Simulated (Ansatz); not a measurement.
# Formation energy and levels of the vacancy V_N in AlN (P6_3mc)

Wanted: the transition levels of a vacancy in AlN (P6_3mc), from a cell of 432 host atoms with 1 N taken out.

Main program and level: Ansatz 0.2.0; place-levels on PBEsol runs: charge-transition levels and formation energies with image-charge correction and potential alignment at the atomic sites; PAW set soft_1.

## Step 1: The starting structure

The cell holds 431 atoms: 216 Al and 215 N. Its edges and angles: a = 22.029 Å, b = 22.029 Å, c = 17.629 Å, α = 125.1°, β = 125.1°, γ = 94.5°. It derives from AlN (space group P6_3mc). Nearest the centre at fractional (0.508, 0.452, 0.500): Al210 at 1.89 Å, Al227 at 1.89 Å, Al209 at 1.89 Å, Al213 at 1.90 Å, N220 at 3.07 Å, N217 at 3.07 Å, N377 at 3.07 Å, N219 at 3.07 Å.

Screening for the image-charge correction: ε∞ = (4.50, 4.50, 4.73), ε0 = (8.20, 8.20, 9.74), computed on the host (DFPT, PBEsol).

The cell's shortest repeat is 17.6 Å.

## Step 2: The runs of each charge state

Levels follow from differences of total energies between charge states, each relaxed by itself.

Each atom starts 0.04 Å or so off its site in a random direction: a symmetric start keeps its symmetry, and would miss off-centre moves and Jahn–Teller distortions. Forces are taken at the zone centre alone. The cell holds 1 electron fewer than the neutral one, with a uniform background that keeps it neutral on the whole.

One state's input; the others differ in charge, spin, start and seed, and in occupations where the table says so.

Input file qp1.relax/input.yaml:

```yaml
crystal:
  lattice:
    - [-4.67041106, 2.69646303, 4.9836768]
    - [4.67041106, -2.69646303, 4.9836768]
    - [1.55680365, 2.69646308, -4.9836768]
  atoms:
    - { symbol: Al, position: [0.416184, 0.08285, 0.0] }
    - { symbol: Al, position: [0.416184, 0.58285, 0.5] }
    - { symbol: Al, position: [0.916184, 0.08285, 0.5] }
    - { symbol: Al, position: [0.916184, 0.58285, 0.0] }
    - { symbol: Al, position: [0.33285, 0.166184, 0.5] }
    - { symbol: Al, position: [0.33285, 0.666184, 0.0] }
    - { symbol: Al, position: [0.83285, 0.166184, 0.0] }
    - { symbol: Al, position: [0.83285, 0.666184, 0.5] }
    - { symbol: "N", position: [0.10715, 0.273816, 0.5] }
    - { symbol: "N", position: [0.10715, 0.773816, 0.0] }
    - { symbol: "N", position: [0.60715, 0.273816, 0.0] }
    - { symbol: "N", position: [0.60715, 0.773816, 0.5] }
    - { symbol: "N", position: [0.023816, 0.35715, 0.0] }
    - { symbol: "N", position: [0.023816, 0.85715, 0.5] }
    - { symbol: "N", position: [0.523816, 0.35715, 0.5] }
    - { symbol: "N", position: [0.523816, 0.85715, 0.0] }
  supercell: [3, 3, 3]
  defects: [{ vacancy: 222 }]
total_charge: 1
basis:
  ecutwfc: 420
  xc_grid: 2
hamiltonian:
  xc: pbesol
  pseudopotentials: { kind: paw, azcp: { folder: soft_1 }, xc_functional: pbe }
kpoints:
  mp_grid: { grid: [1, 1, 1] }
scf:
  occupations: { method: fixed }
  max_iter: 80
output:
  forces: true
  charged_corrections:
    epsilon: [4.5, 4.5, 4.73]
    static_epsilon: [8.2, 8.2, 9.74]
    defect_position: [0.507939, 0.452383, 0.5]
relax:
  f_tol: 0.02
  max_steps: 60
  random_displacement: { amplitude: 0.04, seed: 3360 }
checkpoint:
  write: "../qp1.relax.run"
  compress: false
  write_wavefunctions: true
  write_every: 100000
```

Launch:

```bash
$ ansatz run input.yaml --threads 32 --pin off --max-ram 84787MiB --backend cuda --events-out ev --progress --plain --runs-dir out --max-vram 78GiB
```

The energy is taken again at one point at (¼, ¼, ¼), on the same structure.

The run of this state that the levels use, under PBEsol:

Input file qp1.quarter/input.yaml:

```yaml
crystal:
  checkpoint: "../qp1.relax.run"
  host: checkpoint
total_charge: 1
basis:
  ecutwfc: 420
  xc_grid: 2
hamiltonian:
  xc: pbesol
  pseudopotentials: { kind: paw, azcp: { folder: soft_1 }, xc_functional: pbe }
kpoints:
  mp_grid: { grid: [1, 1, 1], shift: [0.25, 0.25, 0.25] }
scf:
  occupations: { method: fixed }
  max_iter: 80
output:
  forces: true
  charged_corrections:
    epsilon: [4.5, 4.5, 4.73]
    static_epsilon: [8.2, 8.2, 9.74]
    defect_position: [0.507939, 0.452383, 0.5]
  eigenvalues: true
  eigenstates: { localisation: true }
checkpoint:
  read: "../qp1.relax.run"
  write: "../qp1.quarter.run"
  compress: false
  write_wavefunctions: false
  write_every: 100000
```

Relaxations under PBEsol at the zone centre alone; times on 1 × NVIDIA GB200 with 32 threads of Arm Neoverse V2, shared host:

| charge | moment (μB) | occupations | outcome | steps | largest displacement against the far atoms (Å) | time |
| --- | --- | --- | --- | --- | --- | --- |
| 0 | 1 | fixed | converged | 9 | 0.12 | 36 s |
| +1 | 0 | fixed | converged | 5 | 0.09 | 14 s |

Single points under PBEsol at one point at (¼, ¼, ¼); times on 1 × NVIDIA GB200 with 32 threads of Arm Neoverse V2, shared host:

| charge | moment (μB) | occupations | outcome | time |
| --- | --- | --- | --- | --- |
| 0 | 1 | fixed | converged | 33 s |
| +1 | 0 | fixed | converged | 13 s |

Distances (Å) from the ideal centre to the nearest atoms after relaxation with PBEsol:

| charge | moment (μB) | 1. | 2. | 3. | 4. | 5. | 6. |
| --- | --- | --- | --- | --- | --- | --- | --- |
| 0 | 1 | Al 1.85 | Al 1.86 | Al 1.86 | Al 1.90 | N 2.99 | N 3.03 |
| +1 | 0 | Al 1.93 | Al 1.93 | Al 1.94 | Al 1.99 | N 3.05 | N 3.05 |

## Step 3: Placing the levels, PBEsol, the zone centre alone

qp1.gamma/input.yaml, as its differences from qp1.quarter/input.yaml of step 2:

```diff
@@ -11,3 +11,3 @@
 kpoints:
-  mp_grid: { grid: [1, 1, 1], shift: [0.25, 0.25, 0.25] }
+  mp_grid: { grid: [1, 1, 1] }
 scf:
@@ -22,6 +22,5 @@
   eigenvalues: true
-  eigenstates: { localisation: true }
 checkpoint:
   read: "../qp1.relax.run"
-  write: "../qp1.quarter.run"
+  write: "../qp1.gamma.run"
   compress: false
```

Elapsed: 3.5 s, on 1 × NVIDIA GB200 with 32 threads of Arm Neoverse V2, shared host; peak memory 2 GiB; 11 s of CPU time.

Input file levels.gamma.yaml:

```yaml
host:
  run: host.gamma.run
states: [q0_M1.gamma.run, qp1.gamma.run]
geometry_from:
  q0_M1.gamma.run: q0_M1.relax.run
  qp1.gamma.run: qp1.relax.run
  host.gamma.run: host.relax.run
chemical_potentials:
  "N":
    energy: -378.476431
    dataset: "<sha256 of the dataset>"
```

Launch:

```bash
$ ansatz place-levels levels.gamma.yaml -- --threads 32 --pin off --max-ram 84787MiB --backend cuda --max-vram 78GiB
```

Numbers of over 12 decimals in the logs are rounded to 6 here.

Log:

```text
(+1/0) 3.328 eV above the valence edge, 0.768 eV under the conduction edge
formation energy of charge +1: +2.639 eV with the Fermi level at the valence edge
formation energy of charge 0: +5.967 eV with the Fermi level at the valence edge
  edges by pbesol, gap 4.096 eV; the host is sampled to repeats of 17.63 Å
[... the lines on each state left out ...]
```

Elapsed: 0.56 s, on 32 threads.

Under PBEsol the gap is 4.10 eV, (+1/0) 3.33 eV.

## Step 4: Placing the levels, PBEsol, one point at (¼, ¼, ¼)

A charged cell interacts with its images and the background, and its potential has another zero than the host's. place-levels removes the first by a point-charge model, screened by the static dielectric constant since the ions have relaxed around the charge, and the second by comparing potentials at atoms far from the defect.

The host is a run of the defect-free crystal in the same cutoffs, grids and k-points, so that basis and sampling errors cancel in part in the differences. The host is run in a cell of 16 atoms on a matching mesh. Its band edges are searched through the zone by a band path, so the gap is smaller than, or equal to, that on the mesh. Chemical potentials are energies per atom of N (N2 molecule), run with the same functional and cutoff.

Input file levels.quarter.yaml:

```yaml
host:
  run: host.quarter.run
states: [q0_M1.quarter.run, qp1.quarter.run]
geometry_from:
  q0_M1.quarter.run: q0_M1.relax.run
  qp1.quarter.run: qp1.relax.run
  host.quarter.run: host.relax.run
chemical_potentials:
  "N":
    energy: -378.476431
    dataset: "<sha256 of the dataset>"
```

Launch:

```bash
$ ansatz place-levels levels.quarter.yaml -- --threads 32 --pin off --max-ram 84787MiB --backend cuda --max-vram 78GiB
```

Log:

```text
(+1/0) 3.323 eV above the valence edge, 0.773 eV under the conduction edge
formation energy of charge +1: +2.657 eV with the Fermi level at the valence edge
formation energy of charge 0: +5.981 eV with the Fermi level at the valence edge
  edges by pbesol, gap 4.097 eV; the host is sampled to repeats of 18.68 Å
  the defect's cells are sampled to repeats of 18.68 Å, like sampling
  charge +1: -195313.8994 eV with its correction of +0.123 eV, at epsilon [8.2, 8.2, 9.74], aligned at sites: -0.0214 eV, mean over 161 atomic sites at or beyond 8.81 Å from the defect at [0.5079, 0.4524, 0.5000], with -0.000010 for the charge's moments and [...]
  charge 0: +0.000 eV for its dipole among its images, +0.000 omitted
  of states[1] (qp1.quarter.run): how wide its charge is, is not read beside other atoms or cores, and a band state would take no correction. [...]
```

Elapsed: 0.59 s, on 32 threads.

Under PBEsol the gap is 4.10 eV, (+1/0) 3.32 eV; the stage before (PBEsol, at other k-points) gave a gap of 4.10 eV and levels within 0.01 eV of these.

Levels between the charges placed, in eV above the valence top:

|  | gap (eV) | (+1/0) |
| --- | --- | --- |
| PBEsol | 4.10 | 3.32 |

Corrections by state:

| charge | moment (μB) | image terms and alignment (eV) | band filling (eV) | ε used | over the lowest of its charge, as the program ranks them, band filling apart (eV) |
| --- | --- | --- | --- | --- | --- |
| +1 | 0.0 | 0.123 | - | principal values (8.20, 8.20, 9.74) | 0.000 |
| 0 | 1.0 | 0.000 | - | - | 0.000 |

From the program's caveats on the states, each cut to its opening words:

- charge +1: how wide its charge is, is not read beside other atoms or cores, and a band state would take no correction

The host's formation energy from the elements is -1.466 eV per atom; it sets how far the chemical potentials can move.

Limit set by the element alone; other compounds of these elements are not counted. Chemical potentials from the elements' reference states: Al 0.00 eV, N -2.93 eV. Formation energies (Al-rich), with the Fermi level at the valence top and at the conduction bottom (gap 4.10 eV):

| charge | at valence top (eV) | at conduction bottom (eV) | correction included (eV) |
| --- | --- | --- | --- |
| +1 | -0.27 | 3.82 | 0.12 |
| 0 | 3.05 | 3.05 | 0.00 |

(Fermi level (eV), lowest formation energy (eV)): (0.00, -0.27), (0.37, 0.10), (0.74, 0.47), (1.12, 0.84), (1.49, 1.21), (1.86, 1.59), (2.24, 1.96), (2.61, 2.33), (2.98, 2.71), (3.35, 3.05), (3.72, 3.05), (4.10, 3.05)

Limit set by the element alone; other compounds of these elements are not counted. Chemical potentials from the elements' reference states: N 0.00 eV, Al -2.93 eV. Formation energies (N-rich), with the Fermi level at the valence top and at the conduction bottom (gap 4.10 eV):

| charge | at valence top (eV) | at conduction bottom (eV) | correction included (eV) |
| --- | --- | --- | --- |
| +1 | 2.66 | 6.75 | 0.12 |
| 0 | 5.98 | 5.98 | 0.00 |

(Fermi level (eV), lowest formation energy (eV)): (0.00, 2.66), (0.37, 3.03), (0.74, 3.40), (1.12, 3.77), (1.49, 4.15), (1.86, 4.52), (2.24, 4.89), (2.61, 5.27), (2.98, 5.64), (3.35, 5.98), (3.72, 5.98), (4.10, 5.98)

## Step 5: Side by side

Levels between neighbouring charges, in eV above each run's own valence top:

|  | gap (eV) | (+1/0) | GPU time a state at this stage (restarts are quicker than cold starts) |
| --- | --- | --- | --- |
| PBEsol, zone centre alone | 4.10 | 3.33 | 4.4 s |
| PBEsol, (¼, ¼, ¼) | 4.10 | 3.32 | 23 s |

## Step 6: Results

```json
{
 "gap of the host": "4.10 eV (PBEsol)",
 "level (plus 1/0)": "3.32 eV above the valence top",
 "lowest of the charges placed, just above the valence top (0.02 eV)": "+1",
 "lowest of the charges placed, just below the conduction bottom (0.02 eV)": "0",
 "lowest formation energy at mid-gap of the charges run, Al-rich": "1.77 eV",
 "lowest formation energy at mid-gap of the charges run, N-rich": "4.71 eV"
}
```

What this shows: Of the charges placed (0 and +1), the lowest changes at 3.32 eV (+1/0) above the valence top, in a gap of 4.10 eV. Charges above +1 and below 0 were not placed, so these runs say nothing of levels that involve them. States placed: +1 at 0 μB; 0 at 1 μB. Other spin states or structures, where not listed, weren't placed. Limits: one k-point off the zone centre stands for the whole zone; PBEsol makes the gap too small and tends to spread out bound carriers; where a gas molecule sets a chemical potential or the host's formation energy, its binding is uncorrected.

[Logs are printed without paths, hosts, clocks, repeated set-up lines and the standing remarks that a program may print on its own settings, such as how far it seeks lower states.]

[Hosts, paths, dates, database ids (printed as entryN), source tags and the programs' standing remarks are cut or masked in the printed files.]

[Where a table of states has a column of steps, it counts the stored structures, which are thinned; the runs took as many ionic steps or more.]

[A defect's name tells the site on which it was built; relaxed atoms can leave that site.]

[For some hosts the program warned that the k-mesh of the response run may be too coarse for force constants and the static dielectric constant; such warnings are not shown here.]
